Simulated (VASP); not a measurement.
# BeTe (Cmmm) in VASP: convergence with k mesh

Aim: find how far k mesh must go before the results for BeTe settle, at PBE. This setting moves, with any that are tied to it; all else stays.

Program: VASP 6.6.1. These are calculated values, not measurements. Logs are shortened: lines on timing, memory, paths and dates and some standing lists are left out, and cuts for length are marked.

### Step 1. The crystal as given

Symmetry: Cmmm, No. 65, orthorhombic system. The conventional cell has a = 3.574 Å, b = 9.595 Å, c = 3.569 Å, α = 90.00°, β = 90.00°, γ = 90.00°. Around Be (site symmetry mmm) lie 4 Te at 2.53 Å. Around Te (site symmetry mmm) lie 4 Be at 2.53 Å.

The cell was built by a generator and needn't be a form met in nature.

### Step 2. With k mesh 2 × 2 × 2

INCAR

```
SYSTEM = BeTe
PREC     = Accurate       ! precision mode
ENCUT    = 520            ! plane-wave cutoff, eV
EDIFF    = 1E-6           ! SCF threshold, eV
ISMEAR   = 0              ! smearing method
SIGMA    = 0.02           ! smearing width, eV
LREAL    = .FALSE.        ! projectors in reciprocal space
LASPH    = .TRUE.         ! aspherical terms in the spheres
NELM     = 80             ! most SCF steps
ALGO     = Normal         ! electronic algorithm
ISIF     = 2              ! what is computed and relaxed
LWAVE    = .FALSE.        ! write WAVECAR
LCHARG   = .FALSE.        ! write CHGCAR
GGA      = PE             ! functional
```

KPOINTS

```
regular mesh
0
G
  2 2 2
  0 0 0
```

POSCAR

```
BeTe
1.0
    1.7870000000     -4.7974500000      0.0000000000
    1.7870000000      4.7974500000      0.0000000000
    0.0000000000      0.0000000000      3.5691500000
Be Te
1 1
Direct
    0.5000000000      0.5000000000      0.5000000000
    0.0000000000      0.0000000000      0.0000000000
```

Potentials or basis: VASP PAW PBE potentials, release 64 (Be, Te).

Run with:

```
cat potpaw_PBE.64/Be/POTCAR potpaw_PBE.64/Te/POTCAR > POTCAR
mpirun -np 1 vasp_std > vasp.out
```

OUTCAR:

```text
SYSTEM = BeTe
   PREC = Accurate
   ENCUT = 520
   EDIFF = 1E-6
   ISMEAR = 0
   LREAL = .FALSE.
   LASPH = .TRUE.
   NELM = 80
   ISIF = 2
   GGA = PE

 Found      6 irreducible k-points:

 Following reciprocal coordinates:
            Coordinates               Weight
  0.000000  0.000000  0.000000      1.000000
  0.500000  0.000000  0.000000      2.000000
  0.500000  0.500000  0.000000      1.000000
  0.000000  0.000000  0.500000      1.000000
  0.500000  0.000000  0.500000      2.000000
  0.500000  0.500000  0.500000      1.000000
   k-points           NKPTS =      6   k-points in BZ     NKDIM =      6   number of bands    NBANDS=      8
   number of dos      NEDOS =    301   number of ions     NIONS =      2
   total plane-waves  NPLWV =  44800
   dimension x,y,z NGX =    40 NGY =   40 NGZ =   28
   dimension x,y,z NGXF=    80 NGYF=   80 NGZF=   56
   ions per type =               1   1
   NGX,Y,Z   is equivalent  to a cutoff of  12.99, 12.99, 13.04 a.u.
   NGXF,Y,Z  is equivalent  to a cutoff of  25.98, 25.98, 26.08 a.u.
 SYSTEM =  BeTe
   PREC   = accura    normal or accurate (medium, high low for compatibility)
   ISTART =      0    job   : 0-new  1-cont  2-samecut
   ICHARG =      2    charge: 1-file 2-atom 10-const
   ISPIN  =      1    spin polarized calculation?
   LNONCOLLINEAR =      F non collinear calculations
   LSORBIT =      F    spin-orbit coupling
   LASPH  =      T    aspherical Exc in radial PAW
   ENCUT  =  520.0 eV  38.22 Ry    6.18 a.u.   9.52  9.52  6.64*2*pi/ulx,y,z
   NELM   =     80;   NELMIN=  2; NELMDL= -5     # of ELM steps
   EDIFF  = 0.1E-05   stopping-criterion for ELM
   LREAL  =      F    real-space projection
   EDIFFG = 0.1E-04   stopping-criterion for IOM
   NSW    =      0    number of steps for IOM
   IBRION =     -1    ionic relax: 0-MD 1-quasi-New 2-CG
   NFREE  =      0    steps in history (QN), initial steepest desc. (CG)
   ISIF   =      2    stress and relaxation
   ISYM   =      2    0-nonsym 1-usesym 2-fastsym
   POTIM  = 0.5000    time-step for ionic-motion
   TEBEG  =    0.0;   TEEND  =   0.0 temperature during run
   PSTRESS=    0.0 pullay stress
   NELECT =       8.0000    total number of electrons
   NUPDOWN=      -1.0000    fix difference up-down
   EMIN   =  10.00;   EMAX   =-10.00  energy-range for DOS
   EFERMI =   0.00;   METHOD = LEGACY
   ISMEAR =     0;   SIGMA  =   0.02  broadening in eV -4-tet -1-fermi 0-gaus
   EFERMI_NEDOS =   21; number of points for ismear=-14 and -15
   IALGO  =     38    algorithm
   IMIX   =      4    mixing-type and parameters
     AMIX     =   0.40;   BMIX     =  1.00
     AMIX_MAG =   1.60;   BMIX_MAG =  1.00
  volume/ion in A,a.u.               =      30.60       206.49
  Fermi-wavevector in a.u.,A,eV,Ry     =   0.830861  1.570099  9.392503  0.690330
  Thomas-Fermi vector in A             =   1.943650
   LORBIT       =      0    0 simple, 1 ext, 2 COOP (PROOUT), +10 PAW based schemes
   GGA     = PE    functional components
   LHFCALC =     F    Hartree Fock is set to
   AEXX    =    0.0000 exact exchange contribution
   IVDW    =     0    specifies the selected vdW correction
   LEPSILON=     F    determine dielectric tensor
   LRPA    =     F    only Hartree local field effects (RPA)
 non-spin polarized calculation
 Gauss-broadening in eV      SIGMA  =   0.02
  energy-cutoff  :      520.00
  volume of cell :       61.20
 maximum number of plane-waves:      1660
 NGX is ok and might be reduce to    40
   NGX = 19   NGY = 19   NGZ = 13

 number of electron       8.0000000 magnetization

 Free energy of the ion-electron system (eV)
  ---------------------------------------------------
  ext. energy  EPLUGINS =         0.00000000
  ---------------------------------------------------
  free energy    TOTEN  =        -4.70149116 eV

  energy without entropy =       -4.69787673  energy(sigma->0) =       -4.69968395

 E-fermi :   3.5973     XC(G=0):  -7.4871

 val. band max:        3.5688330351   @ k =   0.5000   0.5000   0.5000
 cond. band min:       3.5983524562   @ k =   0.5000   0.0000   0.0000
 fundamental gap:      0.0295194212
 Fermi energy:         3.5973043575

 k-point     1 :       0.0000    0.0000    0.0000
  band No.  band energies     occupation
      1      -9.4295      2.00000
      2       0.2734      2.00000
      3       1.3492      2.00000
      4       1.3771      2.00000
      5       4.7926      0.00000
      6       6.2730      0.00000
      7       7.7906      0.00000
      8       8.5047      0.00000

 k-point     2 :       0.5000    0.0000    0.0000
  band No.  band energies     occupation
      1      -8.2379      2.00000
      2      -3.3539      2.00000
      3       1.4855      2.00000
      4       3.5984      0.94092
      5       4.1159      0.00000
      6       5.7955      0.00000
      7       6.9848      0.00000
      8       8.9235      0.00000

 k-point     3 :       0.5000    0.5000    0.0000
  band No.  band energies     occupation
      1      -9.3543      2.00000
      2      -0.7397      2.00000
      3       1.3273      2.00000
      4       1.3983      2.00000
      5       5.1083      0.00000
      6       7.7899      0.00000
      7       8.4191      0.00000
      8      10.6439      0.00000

 k-point     4 :       0.0000    0.0000    0.5000
  band No.  band energies     occupation
      1      -8.2549      2.00000
      2      -3.4216      2.00000
      3       1.9572      2.00000
      4       3.6212      0.09081
      5       4.8304      0.00000
      6       5.7940      0.00000
      7       7.0110      0.00000
      8       8.3878      0.00000

 k-point     5 :       0.5000    0.0000    0.5000
  band No.  band energies     occupation
      1      -6.8597      2.00000
      2      -2.2642      2.00000
      3      -2.2379      2.00000
      4       1.5830      2.00000
      5       2.6257      2.00000
      6       5.8035      0.00000
      7       8.2740      0.00000
      8       8.3799      0.00000

 k-point     6 :       0.5000    0.5000    0.5000
  band No.  band energies     occupation
      1      -8.1931      2.00000
      2      -3.3070      2.00000
      3       1.1028      2.00000
      4       3.5688      1.95591
      5       3.6228      0.07144
      6       5.7429      0.00000
      7       6.9330      0.00000
      8       9.0910      0.00000

------------------------ aborting loop because EDIFF is reached ----------------------------------------

  FORCE on cell =-STRESS in cart. coord.  units (eV):
  Direction    XX          YY          ZZ          XY          YZ          ZX
  --------------------------------------------------------------------------------------
  -------------------------------------------------------------------------------------
  Total        2.2564747      0.2211998      2.0880042      0.0000000      0.0000000      0.0000000
  in kB       59.0760210      5.7911602     54.6653508      0.0000000      0.0000000      0.0000000
  external PRESSURE =      39.8441773 kB  Pullay stress =       0.0000000 kB

 VOLUME and BASIS-vectors are now :
 -----------------------------------------------------------------------------
  energy-cutoff  :      520.00
  volume of cell :       61.20
      direct lattice vectors                 reciprocal lattice vectors
     1.787000000 -4.797450000  0.000000000     0.279798545 -0.104222035  0.000000000
     1.787000000  4.797450000  0.000000000     0.279798545  0.104222035  0.000000000
     0.000000000  0.000000000  3.569150000     0.000000000  0.000000000  0.280178754

 POSITION                                       TOTAL-FORCE (eV/Angst)
 -----------------------------------------------------------------------------------
      1.78700      0.00000      1.78458        -0.000000      0.000000      0.000000
      0.00000      0.00000      0.00000         0.000000     -0.000000      0.000000
 -----------------------------------------------------------------------------------
    total drift:                                0.000000     -0.000000      0.000000

  FREE ENERGIE OF THE ION-ELECTRON SYSTEM (eV)
  ---------------------------------------------------
  free  energy   TOTEN  =        -4.7014911631 eV

  energy  without entropy=       -4.6978767330  energy(sigma->0) =       -4.69968395
```

Wall time 7.6 s (1 thread of Intel Xeon Platinum 8559C (Emerald Rapids), shared host); peak memory 0.19 GiB.

What came out:

- Free energy: -4.7015 eV
- Pressure: 4.0 GPa
- Band gap on the k mesh: none (metal or under the smearing width)

### Step 3. With k mesh 3 × 3 × 3

INCAR is that of step 2.

KPOINTS

```
regular mesh
0
G
  3 3 3
  0 0 0
```

POSCAR is that of step 2.

Potentials or basis: VASP PAW PBE potentials, release 64 (Be, Te).

Run with:

```
cat potpaw_PBE.64/Be/POTCAR potpaw_PBE.64/Te/POTCAR > POTCAR
mpirun -np 1 vasp_std > vasp.out
```

Run time: 9.4 s. Hardware: 1 thread of Intel Xeon Platinum 8559C (Emerald Rapids), shared host; peak memory 0.19 GiB.

What came out:

```
Free energy            : -5.7246 eV
Pressure               : 0.2 GPa
Band gap on the k mesh : 0.60 eV, indirect (least direct gap 1.48 eV)
```

### Step 4. With k mesh 4 × 4 × 3

INCAR is that of step 3.

KPOINTS

```
regular mesh
0
G
  4 4 3
  0 0 0
```

POSCAR is that of step 3.

Run with:

```
cat potpaw_PBE.64/Be/POTCAR potpaw_PBE.64/Te/POTCAR > POTCAR
mpirun -np 1 vasp_std > vasp.out
```

Run time: 8.6 s. Hardware: 1 thread of Intel Xeon Platinum 8559C (Emerald Rapids), shared host; peak memory 0.19 GiB.

Results:

| Quantity | Value |
| --- | --- |
| Free energy | -5.9606 eV |
| Pressure | -0.4 GPa |
| Band gap on the k mesh | none (metal or under the smearing width) |

### Step 5. With k mesh 5 × 5 × 4

INCAR is that of step 4.

KPOINTS

```
regular mesh
0
G
  5 5 4
  0 0 0
```

POSCAR is that of step 4.

Run with:

```
cat potpaw_PBE.64/Be/POTCAR potpaw_PBE.64/Te/POTCAR > POTCAR
mpirun -np 1 vasp_std > vasp.out
```

It took 9.9 s on 1 thread of Intel Xeon Platinum 8559C (Emerald Rapids), shared host; peak memory 0.2 GiB.

What came out:

```yaml
Free_energy: -6.1121 eV
Pressure: 0.0 GPa
Band_gap_on_the_k_mesh: none (metal or under the smearing width)
```

### Step 6. With k mesh 6 × 6 × 6

INCAR is that of step 5.

KPOINTS

```
regular mesh
0
G
  6 6 6
  0 0 0
```

POSCAR is that of step 5.

Potentials or basis: VASP PAW PBE potentials, release 64 (Be, Te).

Run with:

```
cat potpaw_PBE.64/Be/POTCAR potpaw_PBE.64/Te/POTCAR > POTCAR
mpirun -np 1 vasp_std > vasp.out
```

Run time: 17 s. Hardware: 1 thread of Intel Xeon Platinum 8559C (Emerald Rapids), shared host; peak memory 0.2 GiB.

What came out:

| Property | Result |
| --- | --- |
| Free energy | -6.1084 eV |
| Pressure | -0.1 GPa |
| Band gap on the k mesh | none (metal or under the smearing width) |

### Step 7. With k mesh 7 × 7 × 7

INCAR is that of step 6.

KPOINTS

```
regular mesh
0
G
  7 7 7
  0 0 0
```

POSCAR is that of step 6.

Run with:

```
cat potpaw_PBE.64/Be/POTCAR potpaw_PBE.64/Te/POTCAR > POTCAR
mpirun -np 1 vasp_std > vasp.out
```

It took 18 s on 1 thread of Intel Xeon Platinum 8559C (Emerald Rapids), shared host; peak memory 0.21 GiB.

Results:

```yaml
Free_energy: -6.1429 eV
Pressure: 0.0 GPa
Band_gap_on_the_k_mesh: none (metal or under the smearing width)
```

### Step 8. With k mesh 9 × 9 × 9

INCAR is that of step 7.

KPOINTS

```
regular mesh
0
G
  9 9 9
  0 0 0
```

POSCAR is that of step 7.

Run with:

```
cat potpaw_PBE.64/Be/POTCAR potpaw_PBE.64/Te/POTCAR > POTCAR
mpirun -np 1 vasp_std > vasp.out
```

Run time: 32 s. Hardware: 1 thread of Intel Xeon Platinum 8559C (Emerald Rapids), shared host; peak memory 0.24 GiB.

What came out:

```yaml
Free_energy: -6.0928 eV
Pressure: 0.2 GPa
Band_gap_on_the_k_mesh: none (metal or under the smearing width)
```

### Step 9. With k mesh 11 × 11 × 10

INCAR is that of step 8.

KPOINTS

```
regular mesh
0
G
  11 11 10
  0 0 0
```

POSCAR is that of step 8.

Potentials or basis: VASP PAW PBE potentials, release 64 (Be, Te).

Run with:

```
cat potpaw_PBE.64/Be/POTCAR potpaw_PBE.64/Te/POTCAR > POTCAR
mpirun -np 1 vasp_std > vasp.out
```

Wall time 50 s (1 thread of Intel Xeon Platinum 8559C (Emerald Rapids), shared host); peak memory 0.29 GiB.

What came out:

```yaml
Free_energy: -6.1000 eV
Pressure: 0.2 GPa
Band_gap_on_the_k_mesh: none (metal or under the smearing width)
```

### Step 10. With k mesh 13 × 13 × 12

INCAR is that of step 9.

KPOINTS

```
regular mesh
0
G
  13 13 12
  0 0 0
```

POSCAR is that of step 9.

Run with:

```
cat potpaw_PBE.64/Be/POTCAR potpaw_PBE.64/Te/POTCAR > POTCAR
mpirun -np 1 vasp_std > vasp.out
```

It took 2.1 min on 1 thread of Intel Xeon Platinum 8559C (Emerald Rapids), shared host; peak memory 0.36 GiB.

Results (log left out):

```yaml
Free_energy: -6.1003 eV
Pressure: 0.0 GPa
Band_gap_on_the_k_mesh: none (metal or under the smearing width)
```

### Step 11. The series at a glance

| k mesh | energy less the tightest run, at zero smearing (meV/atom) | pressure (GPa) | gap on the mesh (eV) | SCF cycles | CPU time (s) | peak memory (GiB) |
| --- | --- | --- | --- | --- | --- | --- |
| 2 × 2 × 2 | 700.24 | 3.98 | 0.000 | 19 | 6.7 | 0.19 |
| 3 × 3 × 3 | 187.78 | 0.25 | 0.605 | 13 | 8.6 | 0.19 |
| 4 × 4 × 3 | 70.08 | -0.44 | 0.000 | 12 | 7.7 | 0.19 |
| 5 × 5 × 4 | -5.78 | 0.00 | 0.000 | 13 | 9 | 0.2 |
| 6 × 6 × 6 | -3.96 | -0.11 | 0.000 | 13 | 16 | 0.2 |
| 7 × 7 × 7 | -21.38 | 0.01 | 0.000 | 12 | 17 | 0.21 |
| 9 × 9 × 9 | 3.88 | 0.15 | 0.000 | 13 | 31 | 0.24 |
| 11 × 11 × 10 | 0.17 | 0.16 | 0.000 | 12 | 49 | 0.29 |
| 13 × 13 × 12 | 0.00 | 0.03 | 0.000 | 12 | 120 | 0.36 |

Against the tightest run, the energy stays within 1 meV/atom from 11 × 11 × 10 on; the gap on the mesh stays within 0.01 eV from 4 × 4 × 3 on. Not settled before the last step: the pressure (to 0.1 GPa). Meshes of other sizes hit other points, so gaps and Fermi surfaces needn't settle smoothly. The tightest run that finished is the yardstick and may itself not be fully converged.
